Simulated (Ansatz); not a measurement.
**Fe: input and output of an SCF run**

System: Fe, an experimental structure (space group Fm-3m, primitive cell doubled); the cell holds 2 atoms. The computed pressure is over 10 GPa in size, so the cell is far from the computed equilibrium volume. Source: COD entry 9015406; it may be a high-temperature, high-pressure or metastable form.

These are results of DFT, PBEsol, PAW, plane waves, scalar-relativistic (Ansatz development build ahead of 0.2.0), not measurements.

Input:

```yaml
crystal:
  lattice:
    - [0.0, -1.7725, -1.7725]
    - [-3.545, -1.7725, -1.7725]
    - [0.0, 1.7725, -1.7725]
  atoms:
    - { symbol: Fe, position: [0.0, 0.0, 0.0] }
    - { symbol: Fe, position: [0.0, 0.5, 0.5] }
hamiltonian:
  xc: pbesol
  pseudopotentials: { kind: paw }
basis:
  ecutwfc: 420
kpoints:
  mp_grid: { grid: [14, 8, 11] }
scf:
  occupations: { method: fermi_dirac, width: 0.05 }
  lower_state_search: "off"
output:
  forces: true
  stress: true
magnetization:
  spin_polarized: true
```

What the program printed (shortened):

```
Warning: crystal.symmetry: narrowed to the stabiliser of the k-point mesh — unitary ops 32 → 8; excluded 24 operations that carry a point of the 14×8×11 mesh (shift [0, 0, 0]) off the mesh (the run samples exactly the mesh kpoints.mp_grid names, as under crystal.symmetry.detect: false, and its converged state has the mesh's symmetry, not the crystal's; [...]
band count auto-derived: 24 (N_el = 32.0; filled up to band 16; 20 by the electrons, moments and atoms)
Pseudopotentials: kind: paw
Pseudopotential: Fe, paw, valence charge 16, recommended cutoff 420 eV (normal), Fe.paw.azcp
Functional definition: PBEsol
Crystal: 2 atoms, lattice volume = 22.275 Å³
Basis set: ecut = 420 eV, 451 PW (Γ), exchange–correlation on 36×60×36 points (8 copies of the dense FFT grid, shifted against one another)
Bands: 24, of which v1, the nominal top of the filled ones, is band 16 counted from 1 (15 counted from 0)
Symmetry: 8 space group operations
k-points: 348 of 1232
Non-local potential: Fe, projectors of the file, l = 0: 3, l = 1: 2, l = 2: 3, l = 3: 1
PAW frozen core: Fe, regenerated for the run's functional, and the local potential with it (the file was generated under x = pbe(κ = 0.804, μ = 0.2195149727645171), c = pbe(β = 0.06672455060314922))
Initial density: superposition of atomic densities (chi_scale 0.1, normalization cell)
Initial wavefunctions: pseudopotential atomic-orbital guess
Functional: x = pbesol(κ = 0.804, μ = 0.12345679012345678), c = pbesol(β = 0.046)
SCF iter   1: F=—  HF=-8897.879648 eV  |F-HF|=—  |Δ(HF+E_count)|=         —  Δρ=6.47e-2 (↑6.47e-2 ↓6.47e-2)  dr2=2.28e0  dr2_m=0.00e0  M=0.000 μB ∫|m|=0.000 μB  β_m=0.30  ethr=3.10e-3  ⟨swp⟩=4.9  Hψ=30978  notcnv=0  defer=111
preconditioner: auto → none  [metal: Δε(μ)=0.007 eV  Ē_g=9.901 eV  σ=0.050 eV  W_gap=0.03  n_scr=6 (ndim 8)  ℏωp=31.5 eV  f_vac=0.000  D(μ)=3.52/eV (n_scr^D=58)  sad-step TF]
SCF iter   2: F=—  HF=-8893.690962 eV  |F-HF|=—  |Δ(HF+E_count)|=    4.19e0  Δρ=3.15e-1 (↑3.14e-1 ↓3.15e-1)  dr2=1.45e-2  dr2_m=2.02e1  M=5.392 μB ∫|m|=5.392 μB  ethr=3.10e-3  ⟨swp⟩=2.9  Hψ=15658  notcnv=0  defer=428
Mixer restart at iter 2: flushing history
SCF iter   3: F=—  HF=-8897.310684 eV  |F-HF|=—  |Δ(HF+E_count)|=         —  Δρ=1.81e-2 (↑1.45e-2 ↓1.81e-2)  dr2=2.27e-2  dr2_m=3.95e-2  M=4.815 μB ∫|m|=4.866 μB  β_m=0.30  ethr=4.53e-5  ⟨swp⟩=4.1  Hψ=48286  notcnv=0  defer=951
SCF iter   4: F=—  HF=-8897.297098 eV  |F-HF|=—  |Δ(HF+E_count)|=   1.36e-2  Δρ=1.43e-2 (↑1.23e-2 ↓1.43e-2)  dr2=2.29e-2  dr2_m=2.62e-2  M=4.729 μB ∫|m|=4.799 μB  β_m=0.56  ethr=4.53e-5  ⟨swp⟩=2.6  Hψ=34006  notcnv=0  defer=1413
SCF iter   5: F=—  HF=-8897.325117 eV  |F-HF|=—  |Δ(HF+E_count)|=   2.80e-2  Δρ=1.15e-2 (↑1.15e-2 ↓9.68e-3)  dr2=5.38e-2  dr2_m=3.08e-3  M=4.630 μB ∫|m|=4.742 μB  β_m=0.45  ethr=4.53e-5  ⟨swp⟩=2.1  Hψ=30713  notcnv=0  defer=1413
SCF iter   6: F=—  HF=-8897.317434 eV  |F-HF|=—  |Δ(HF+E_count)|=   7.68e-3  Δρ=7.51e-3 (↑7.51e-3 ↓6.40e-3)  dr2=2.77e-4  dr2_m=9.81e-3  M=4.519 μB ∫|m|=4.646 μB  β_m=0.73  ethr=4.53e-5  ⟨swp⟩=2.2  Hψ=30649  notcnv=0  defer=1417
SCF iter   7: F=—  HF=-8897.327808 eV  |F-HF|=—  |Δ(HF+E_count)|=   1.04e-2  Δρ=1.47e-2 (↑1.47e-2 ↓5.71e-3)  dr2=1.34e-2  dr2_m=2.03e-2  M=4.316 μB ∫|m|=4.460 μB  β_m=0.73  ethr=8.64e-7  ⟨swp⟩=2.1  Hψ=31622  notcnv=0  defer=1418
SCF iter   8: F=—  HF=-8897.327199 eV  |F-HF|=—  |Δ(HF+E_count)|=   6.09e-4  Δρ=1.34e-2 (↑1.34e-2 ↓5.97e-3)  dr2=9.35e-3  dr2_m=1.85e-2  M=4.311 μB ∫|m|=4.453 μB  β_m=0.49  ethr=8.64e-7  ⟨swp⟩=2.7  Hψ=23995  notcnv=0  defer=1415
[... 8 iterations left out ...]
SCF iter  17: F=—  HF=-8897.377959 eV  |F-HF|=—  |Δ(HF+E_count)|=   7.76e-3  Δρ=9.63e-3 (↑9.63e-3 ↓6.89e-3)  dr2=1.69e-3  dr2_m=1.36e-2  M=1.538 μB ∫|m|=1.587 μB  β_m=0.75  ethr=8.64e-7  ⟨swp⟩=2.0  Hψ=27652  notcnv=0  defer=866
SCF iter  18: F=—  HF=-8897.383219 eV  |F-HF|=—  |Δ(HF+E_count)|=   5.26e-3  Δρ=9.39e-3 (↑9.39e-3 ↓7.19e-3)  dr2=1.50e-3  dr2_m=1.35e-2  M=1.663 μB ∫|m|=1.716 μB  β_m=0.04  ethr=8.64e-7  ⟨swp⟩=2.1  Hψ=28483  notcnv=0  defer=863
SCF iter  19: F=—  HF=-8897.386623 eV  |F-HF|=—  |Δ(HF+E_count)|=   3.40e-3  Δρ=8.53e-3 (↑8.53e-3 ↓7.67e-3)  dr2=1.17e-3  dr2_m=1.17e-2  M=1.756 μB ∫|m|=1.812 μB  β_m=0.20  ethr=8.64e-7  ⟨swp⟩=2.0  Hψ=30140  notcnv=0  defer=864
SCF iter  20: F=—  HF=-8897.396349 eV  |F-HF|=—  |Δ(HF+E_count)|=   9.73e-3  Δρ=7.85e-3 (↑6.69e-3 ↓7.85e-3)  dr2=1.47e-3  dr2_m=9.80e-3  M=1.980 μB ∫|m|=2.039 μB  β_m=0.99  ethr=8.64e-7  ⟨swp⟩=2.1  Hψ=30794  notcnv=0  defer=867
SCF iter  21: F=—  HF=-8897.404921 eV  |F-HF|=—  |Δ(HF+E_count)|=   8.57e-3  Δρ=4.14e-3 (↑4.14e-3 ↓2.88e-3)  dr2=1.02e-3  dr2_m=1.88e-3  M=2.263 μB ∫|m|=2.343 μB  β_m=0.61  ethr=8.64e-7  ⟨swp⟩=2.3  Hψ=33821  notcnv=0  defer=882
SCF iter  22: F=—  HF=-8897.402283 eV  |F-HF|=—  |Δ(HF+E_count)|=   2.64e-3  Δρ=5.21e-3 (↑4.70e-3 ↓5.21e-3)  dr2=1.36e-4  dr2_m=4.89e-3  M=2.593 μB ∫|m|=2.694 μB  β_m=0.78  ethr=8.64e-7  ⟨swp⟩=2.5  Hψ=34604  notcnv=0  defer=891
SCF iter  23: F=—  HF=-8897.405795 eV  |F-HF|=—  |Δ(HF+E_count)|=   3.51e-3  Δρ=2.19e-3 (↑2.19e-3 ↓9.33e-4)  dr2=3.22e-4  dr2_m=4.59e-4  M=2.430 μB ∫|m|=2.523 μB  β_m=0.63  ethr=4.24e-7  ⟨swp⟩=2.1  Hψ=31192  notcnv=0  defer=901
SCF iter  24: F=—  HF=-8897.405898 eV  |F-HF|=—  |Δ(HF+E_count)|=   1.03e-4  Δρ=7.30e-4 (↑3.83e-4 ↓7.30e-4)  dr2=1.63e-5  dr2_m=5.97e-5  M=2.355 μB ∫|m|=2.443 μB  β_m=0.82  ethr=4.24e-7  ⟨swp⟩=2.2  Hψ=26763  notcnv=0  defer=899
SCF iter  25: F=—  HF=-8897.405962 eV  |F-HF|=—  |Δ(HF+E_count)|=   6.44e-5  Δρ=3.19e-4 (↑3.19e-4 ↓1.62e-4)  dr2=1.17e-5  dr2_m=7.41e-6  M=2.378 μB ∫|m|=2.469 μB  β_m=0.83  ethr=5.10e-8  ⟨swp⟩=2.2  Hψ=26556  notcnv=0  defer=899
SCF iter  26: F=—  HF=-8897.405964 eV  |F-HF|=—  |Δ(HF+E_count)|=   1.75e-6  Δρ=1.16e-4 (↑1.16e-4 ↓7.95e-5)  dr2=1.36e-6  dr2_m=1.06e-6  M=2.374 μB ∫|m|=2.464 μB  β_m=0.69  ethr=3.65e-8  ⟨swp⟩=2.0  Hψ=20308  notcnv=0  defer=899
iter 27 did not close the SCF: its close was put off for a magnetic moment that had not settled (scf_convergence_deferred on its scf_iter line)
SCF iter  27: F=-8897.405964 eV  HF=-8897.405964 eV  |F-HF|=2.85e-8  |Δ(HF+E_count)|=   1.57e-7  Δρ=1.64e-5 (↑1.64e-5 ↓1.42e-5)  dr2=5.43e-8  dr2_m=2.29e-8  M=2.371 μB ∫|m|=2.461 μB  β_m=0.84  ethr=3.13e-10  ⟨swp⟩=2.8  Hψ=58385  notcnv=0
SCF iter  28: F=-8897.405964 eV  HF=-8897.405964 eV  |F-HF|=4.73e-10  |Δ(HF+E_count)|=   2.34e-8  Δρ=3.77e-6 (↑3.75e-6 ↓3.77e-6)  dr2=1.82e-9  dr2_m=1.96e-9  M=2.371 μB ∫|m|=2.461 μB  ethr=1.70e-10  ⟨swp⟩=2.0  Hψ=48192  notcnv=0
SCF 1 converged in 28 iterations: F = -8897.405964 eV  dr2 = 1.82e-9
  greatest PAW one-centre occupation: 1.000 electrons in one spin orbital (limit 2), on the Fe atom at site 1 (counted from 0), in its partial waves of l = 0
SCF converged after 28 iterations
Magnetization: 2.3709 μB (17.1855 up, 14.8145 down)
Absolute magnetization: 2.4615 μB (∫|ρ↑−ρ↓|, with the PAW one-centre terms)
Spin contamination: 0.0316 ħ² per cell (⟨S²⟩ above its minimum at these occupations)
Per-site moments (μB) at R_I (Å): [(1.2011, 1.0340), (1.2011, 1.0340)]
Free energy (F): -8897.405964 eV
Harris-Foulkes:  -8897.405964 eV  (|F-HF|=4.73e-10)
Internal energy: -8897.379549 eV  (E = F + TS)
E sigma→0 (E₀):  -8897.392756 eV
Entropy (-TS):   -0.026415 eV (-13.208 meV/atom)
Fermi energy:    18.827849 eV
--- Per-component energies (eV) ---
  E_band       = -415.940846
  E_kinetic    = 703.521856
  E_local      = -4072.740574  (includes V_loc(G=0)·N_el)
  E_nonlocal   = 433.808088
  E_hartree    = 1706.574143
  E_xc         = -235.110181
  E_vxc        = -304.030602  (∫ρ·V_xc dr)
  E_paw        = -2666.170656  (= ΣΔE_a)
  E_vpaw       = -589.652196  (= ΣTr[D̂ρ^β])
  E_aug_tail   = 0.001216  (compensation charges beyond the density's cutoff)
  E_ewald      = -4767.621845
  E_core_change = 0.358403  (= ΣΔE_core)
  E_smearing   = -0.026415  (= −TS)
  E_closure    = 0.000000  (closes the sum)
  Σ components = -8897.405964   (vs F -8897.405964, Δ=0.00e0)
--- Forces (eV/Å), atoms counted from 1 ---
  atom   1  Fe    -0.00000000     0.00000000     0.00000000
  atom   2  Fe     0.00000000     0.00000000     0.00000000
  max |Σ_I F_I| component: 9.47e-30 eV/Å
--- Stress (GPa, compression-positive) ---
      -20.533552      -0.014076      -0.014076
       -0.014104     -20.534220      -0.239961
       -0.014104      -0.239961     -20.534220
  P = ⅓ Tr σ = -20.5340 GPa (-205.340 kbar)
```

Among 14 converged runs of this cell from various starts and settings, this end is 37.4 meV/atom above the lowest found (antiferromagnetic, site moments Fe1 1.43, Fe2 -1.43 μB, total 0.00 μB per cell, no gap on the k-mesh).

The mesh has less symmetry than the lattice, which lowers the symmetry of the run. No moments are typed, so the program seeds parallel moments of its own.

The run took 14 s on 2 threads of x86-64 server CPU, on a shared host, peak memory 0.58 GiB.
